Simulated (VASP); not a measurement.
**Lattice of TiSe2 across functionals and dispersion corrections**

How close do the usual functionals, with and without dispersion, come to the cell of TiSe2? The levels: PBE, LDA and PBE + D3(BJ). The start is a cell from a database of measured crystal structures.

Calculated with VASP 6.6.1; PBE, no spin polarisation; plane waves and PAW (Ti_sv, Se), in the first sound run; inputs show where later runs differ.

Experimental background.

“Effect of Cu intercalation and pressure on excitonic interaction in 1T-TiSe2” (2019, arxiv:1902.02046) reports for TiSe2, 1T high-temperature phase, by synchrotron single-crystal XRD (pristine single crystal, 300 K): lattice constant a (a, high-temperature phase) 3.5395 ± 0.0003 Å; lattice constant c (c, high-temperature phase) 6.0082 ± 0.0004 Å.

Most raw output is cut from this account.

## 1. Starting point

Before any relaxation, the start is as follows. Symmetry: P-3m1, No. 164, trigonal system. Conventional cell: a = 3.536 Å, b = 3.536 Å, c = 6.004 Å, α = 90.00°, β = 90.00°, γ = 120.00°. Ti has 6 Se at 2.55 Å nearest. Nearest to Se lie 3 Ti at 2.55 Å. Farther neighbours and most contacts between anions are not listed.

Coordinates:

```
Ti Se
1.0
     3.53600    0.00000    0.00000
    -1.76800    3.06227    0.00000
     0.00000    0.00000    6.00400
Ti Se
1 2
Cartesian
  0.0000 0.0000 0.0000
  0.0000 2.0415 1.5322
  1.7680 1.0208 4.4718
```

## 2. Relaxation with PBE

Properties are meant for the cell that this level of theory prefers, so cell and atoms are relaxed first (ISIF = 3) until forces and stress are small; EDIFFG sets the threshold. PBE, the usual starting point, adds the gradient of the density.

File INCAR:

```
SYSTEM = TiSe2
PREC = Accurate
ENCUT = 520
EDIFF = 1E-06
NELM = 100
ISMEAR = -1
SIGMA = 0.05
LREAL = .FALSE.
ALGO = Normal
GGA = PE
NBANDS = 18
LASPH = .TRUE.
LORBIT = 11
LWAVE = .FALSE.
LCHARG = .FALSE.
KPAR = 2
IBRION = 2
NSW = 60
ISIF = 3
EDIFFG = -0.01
```

File POSCAR:

```
TiSe2
1.0
    3.5360000000      0.0000000000      0.0000000000
   -1.7680000000      3.0622658278      0.0000000000
    0.0000000000      0.0000000000      6.0040000000
Ti Se
1 2
Direct
    0.0000000000      0.0000000000      0.0000000000
    0.3333333333      0.6666666667      0.2552000000
    0.6666666667      0.3333333333      0.7448000000
```

File KPOINTS:

```
Automatic mesh
0
Gamma
7 7 4
0 0 0
```

The projector-augmented-wave data sets are Ti_sv and Se (PBE family, release 64).

The run is started by

```sh
$ mpirun -np 2 vasp_std
```

The job ended after 3.4 min (2 MPI ranks of Intel Xeon Platinum 8259CL at 2.50GHz (Skylake/Cascade Lake), shared host; peak memory 0.41 GiB; 6.8 min of CPU time).

This run has no spin polarisation, although Ti can carry a moment. The k-mesh is coarse for a metal. The bonds form layers, held to each other by dispersion, which PBE lacks, so the spacing between them is unreliable. After so large a change of volume the plane waves of the start cell no longer fit, so the final stress carries a basis-set error. The run keeps the 12 symmetry operations of its start, so it cannot find a distortion of lower symmetry.

Step by step:

| step | energy less that of the first step (eV) | largest force (eV/Å) | pressure (GPa) | volume (Å³) |
| --- | --- | --- | --- | --- |
| 1 | 0.0000 | 0.1002 | 1.52 | 65.01 |
| 2 | -0.0041 | 0.2904 | -1.06 | 66.96 |
| 3 | -0.0070 | 0.1392 | -0.09 | 66.18 |
| 4 | -0.0100 | 0.1379 | -0.02 | 66.34 |
| 5 | -0.0159 | 0.1381 | 0.23 | 66.78 |
| 6 | -0.0163 | 0.1397 | 0.83 | 67.62 |
| 7 | -0.0182 | 0.1348 | 0.54 | 67.21 |
| 8 | -0.0206 | 0.1366 | 0.40 | 67.64 |
| 9 | -0.0258 | 0.1407 | -0.08 | 68.93 |
| 10 | -0.0287 | 0.1485 | -0.84 | 71.55 |
| 11 | -0.0306 | 0.0735 | -0.54 | 71.77 |
| 12 | -0.0312 | 0.0521 | 0.01 | 72.15 |
| 13 | -0.0314 | 0.0144 | -0.16 | 72.03 |
| 14 | -0.0316 | 0.0137 | -0.09 | 71.92 |
| 15 | -0.0318 | 0.0127 | 0.10 | 71.64 |
| 16 | -0.0318 | 0.0128 | 0.09 | 71.67 |
| 17 | -0.0318 | 0.0132 | 0.04 | 71.75 |
| 18 | -0.0318 | 0.0128 | 0.06 | 71.69 |
| 19 | -0.0318 | 0.0127 | 0.07 | 71.68 |
| 20 | -0.0318 | 0.0026 | 0.02 | 71.72 |

| conventional cell, symmetrised | before | after | change |
| --- | --- | --- | --- |
| a (Å) | 3.536 | 3.539 | +0.1 % |
| b (Å) | 3.536 | 3.539 | +0.1 % |
| c (Å) | 6.004 | 6.611 | +10.1 % |
| volume (Å³/atom) | 21.67 | 23.91 | +10.3 % |

The atoms that moved most (Å, as changes of fractional coordinates times the final cell):

| atom | dx | dy | dz | length |
| --- | --- | --- | --- | --- |
| Se2 | 0.000 | 0.000 | -0.137 | 0.137 |
| Se3 | 0.000 | 0.000 | 0.137 | 0.137 |

Final coordinates:

```cif
data_structure
_symmetry_space_group_name_H-M 'P 1'
_symmetry_Int_Tables_number 1
_cell_length_a 3.5393
_cell_length_b 3.5393
_cell_length_c 6.6113
_cell_angle_alpha 90.000
_cell_angle_beta 90.000
_cell_angle_gamma 120.000
_cell_volume 71.72
loop_
_atom_site_label
_atom_site_type_symbol
_atom_site_fract_x
_atom_site_fract_y
_atom_site_fract_z
_atom_site_occupancy
Ti1 Ti 0.00000 0.00000 0.00000 1
Se2 Se 0.33333 0.66667 0.23454 1
Se3 Se 0.66667 0.33333 0.76546 1
```

Numbers from this step:

- electrons: 24
- bands: 18
- irreducible k-points: 28
- symmetry operations: 12
- free energy (TOTEN): -18.21 eV
- energy at zero smearing: -18.21 eV
- Fermi energy: 3.768 eV
- pressure: 0.02341 GPa
- metallic: yes
- SCF cycles over all ionic steps: 163

It ends with a largest force of 0.003 eV/Å and a pressure of 0.02 GPa. The volume lies +10.3 % from that of the database's start. The conventional cell has a = 3.539 and c = 6.611 Å.

## 3. Relaxation with LDA

This step: LDA, no spin polarisation; plane waves and PAW (Ti_sv, Se) (VASP 6.6.1).

LDA, the lowest rung, knows the local density alone.

Edit INCAR of step 2 so:

```diff
@@ -9,3 +9,3 @@
 ALGO = Normal
-GGA = PE
+GGA = CA
 NBANDS = 18
```

POSCAR is that of step 2.

KPOINTS is that of step 2.

The run is started by

```sh
$ mpirun -np 2 vasp_std
```

Run time: 1.8 min. Hardware: 2 MPI ranks; peak memory 0.36 GiB.

The bonds form layers, held to each other by dispersion, which LDA lacks; its overbinding stands in for it by accident. The PAW data sets were made with PBE, though LDA sets exist; this is a small mismatch.

Step by step:

| step | energy less that of the first step (eV) | largest force (eV/Å) | pressure (GPa) | volume (Å³) |
| --- | --- | --- | --- | --- |
| 1 | 0.0000 | 0.2196 | -4.51 | 65.01 |
| 2 | -0.0128 | 0.8361 | 4.29 | 59.44 |
| 3 | -0.0478 | 0.3201 | -0.10 | 61.92 |
| 4 | -0.0565 | 0.1989 | -0.16 | 61.43 |
| 5 | -0.0593 | 0.0848 | -0.16 | 60.98 |
| 6 | -0.0626 | 0.0782 | -0.10 | 60.65 |
| 7 | -0.0684 | 0.0515 | 0.19 | 59.66 |
| 8 | -0.0687 | 0.0376 | 0.33 | 59.31 |
| 9 | -0.0688 | 0.0408 | 0.32 | 59.38 |
| 10 | -0.0672 | 0.1259 | -0.88 | 59.86 |
| 11 | -0.0690 | 0.0011 | 0.00 | 59.50 |

| conventional cell, symmetrised | before | after | change |
| --- | --- | --- | --- |
| a (Å) | 3.536 | 3.445 | -2.6 % |
| b (Å) | 3.536 | 3.445 | -2.6 % |
| c (Å) | 6.004 | 5.791 | -3.6 % |
| volume (Å³/atom) | 21.67 | 19.83 | -8.5 % |

The atoms that moved most (Å, as changes of fractional coordinates times the final cell):

| atom | dx | dy | dz | length |
| --- | --- | --- | --- | --- |
| Se2 | 0.000 | 0.000 | 0.060 | 0.060 |
| Se3 | 0.000 | 0.000 | -0.060 | 0.060 |

Final coordinates:

```xyz
3
Lattice="3.4445 0.0000 0.0000 -1.7223 2.9830 0.0000 0.0000 0.0000 5.7907" Properties=species:S:1:pos:R:3 pbc="T T T"
Ti    0.0000    0.0000    0.0000
Se    0.0000    1.9887    1.5376
Se    1.7223    0.9943    4.2532
```

This step gave:

| Item | Value |
| --- | --- |
| free energy (TOTEN) | -20.40 eV |
| energy at zero smearing | -20.40 eV |
| Fermi energy | 5.425 eV |
| pressure | -0.001530 GPa |
| SCF cycles over all ionic steps | 102 |

It ends at 19.83 Å³/atom, -8.5 % from the start, with 0.00 GPa left. The conventional cell has a = 3.445 and c = 5.791 Å.

## 4. Relaxation with PBE + D3(BJ)

This step: PBE with D3(BJ), no spin polarisation; plane waves and PAW (Ti_sv, Se) (VASP 6.6.1).

A dispersion term adds the long-range attraction that semilocal functionals lack. D3 with Becke-Johnson damping keeps a finite attraction at short range.

Edit INCAR of step 3 so:

```diff
@@ -9,3 +9,4 @@
 ALGO = Normal
-GGA = CA
+GGA = PE
+IVDW = 12
 NBANDS = 18
```

POSCAR is that of step 3.

KPOINTS is that of step 3.

The run is started by

```sh
$ mpirun -np 2 vasp_std
```

It took 2.1 min on 2 MPI ranks; peak memory 0.43 GiB; 4.3 min of CPU time.

Step by step:

| step | energy less that of the first step (eV) | largest force (eV/Å) | pressure (GPa) | volume (Å³) |
| --- | --- | --- | --- | --- |
| 1 | 0.0000 | 0.1125 | -1.67 | 65.01 |
| 2 | -0.0112 | 0.3365 | 0.80 | 62.91 |
| 3 | -0.0116 | 0.2996 | 0.41 | 63.24 |
| 4 | -0.0178 | 0.1116 | -0.01 | 62.91 |
| 5 | -0.0181 | 0.0599 | -0.12 | 62.81 |
| 6 | -0.0203 | 0.0478 | -0.17 | 62.60 |
| 7 | -0.0243 | 0.0068 | -0.20 | 61.96 |
| 8 | -0.0246 | 0.0138 | -0.20 | 61.68 |
| 9 | -0.0247 | 0.0110 | -0.19 | 61.71 |
| 10 | -0.0243 | 0.0574 | 0.44 | 61.24 |
| 11 | -0.0247 | 0.0104 | 0.00 | 61.56 |
| 12 | -0.0248 | 0.0010 | -0.01 | 61.53 |

| conventional cell, symmetrised | before | after | change |
| --- | --- | --- | --- |
| a (Å) | 3.536 | 3.481 | -1.6 % |
| b (Å) | 3.536 | 3.481 | -1.6 % |
| c (Å) | 6.004 | 5.864 | -2.3 % |
| volume (Å³/atom) | 21.67 | 20.51 | -5.4 % |

The atoms that moved most (Å, as changes of fractional coordinates times the final cell):

| atom | dx | dy | dz | length |
| --- | --- | --- | --- | --- |
| Se2 | 0.000 | 0.000 | 0.057 | 0.057 |
| Se3 | 0.000 | 0.000 | -0.057 | 0.057 |

Final coordinates:

```xyz
3
Lattice="3.4811 0.0000 0.0000 -1.7405 3.0147 0.0000 0.0000 0.0000 5.8636" Properties=species:S:1:pos:R:3 pbc="T T T"
Ti    0.0000    0.0000    0.0000
Se    0.0000    2.0098    1.5538
Se    1.7405    1.0049    4.3098
```

It ends at 20.51 Å³/atom, -5.4 % from the start, with -0.01 GPa left. The conventional cell has a = 3.481 and c = 5.864 Å. Against plain PBE, the dispersion term moves a by -1.6 % and c by -11.3 %.

## 5. The cells as a table

This step: relaxed cells at several levels; plane waves and PAW (VASP 6.6.1).

This step runs nothing: it gathers the runs above.

Lengths are those of the conventional cell; cost is the wall time of each run, as given at its step, times its ranks, without the set-up around it. Results by level, by row:

| level | volume (Å³/atom) | change from the start (%) | a (Å) | c (Å) | cost (core minutes) |
| --- | --- | --- | --- | --- | --- |
| PBE | 23.91 | 10.3 | 3.539 | 6.611 | 6.87 |
| LDA | 19.83 | -8.5 | 3.445 | 5.791 | 3.53 |
| PBE + D3(BJ) | 20.51 | -5.4 | 3.481 | 5.864 | 4.3 |

## 6. Outcome

```yaml
volume_pbe: 23.91 Å³/atom
volume_lda: 19.83 Å³/atom
volume_pbe_d3_bj: 20.51 Å³/atom
```

**Reading.** For TiSe2 the levels give volumes between 19.83 Å³/atom (LDA) and 23.91 Å³/atom (PBE), a spread of 20.5 %, while the cost of the finished runs spans a factor of 1.9. No level comes within 1 % of experiment on every length. Thermal and zero-point expansion, often some tenths of a per cent in length, bear on this order: with the measured lengths lowered by an assumed 0.4 % the nearest is still PBE + D3(BJ). The costs hold the number of ionic steps as well as the price of the functional. Adding D3(BJ) to PBE changes the volume by -14.2 % (a by -1.6 % and c by -11.3 %). The bonds form layers, and the correction acts mostly on one axis: the spacing that dispersion holds. Within 0.02 Å all end in space group P-3m1; the runs can't lower the symmetry of the start. The k-sampling is coarse for a metal, so the Fermi level, pressures and the shape of the cell carry errors. Magnetism was not tested. Each is a single relaxation on the plane waves of the start cell, so larger changes of volume carry a basis-set error that was not tested here.

Calculation against experiment:

| quantity | measured | PBE | LDA | PBE + D3(BJ) |
| --- | --- | --- | --- | --- |
| lattice constant a (Å) | 3.5395 | 3.539 (-0.0 %) | 3.445 (-2.7 %) | 3.481 (-1.7 %) |
| lattice constant c (Å) | 6.0082 | 6.611 (+10.0 %) | 5.791 (-3.6 %) | 5.864 (-2.4 %) |

Measured values from arxiv:1902.02046 (2019).

**Verdict.** For the lattice constant a, of the levels listed nearest comes PBE (-0.0 %, good agreement) and farthest LDA (-2.7 %, a clear miss). For the lattice constant c, of the levels listed nearest comes PBE + D3(BJ) (-2.4 %, a clear miss) and farthest PBE (+10.0 %, a clear miss). The grades are ours: good and fair within 0.7 and 1.5 % for the lattice constant a and 0.8 and 2 % for the lattice constant c. Zero-point motion and thermal expansion (measured at up to 300 K) are not in the computed lattice constants.

[Lines on the potential files, build, host, timing and source positions are cut from VASP's logs without a mark.]

[Logs are printed without paths, hosts, clocks, repeated set-up lines and the standing remarks that a program may print on its own settings, such as how far it seeks lower states.]

[Hosts, paths, dates, database ids (printed as entryN), source tags and the programs' standing remarks are cut or masked in the printed files.]

[A measured line is paired with the nearest computed mode of its activity, which favours agreement.]

[In band tables of VASP the shares of atoms and orbitals are scaled to a sum of 1 inside the atoms' spheres.]
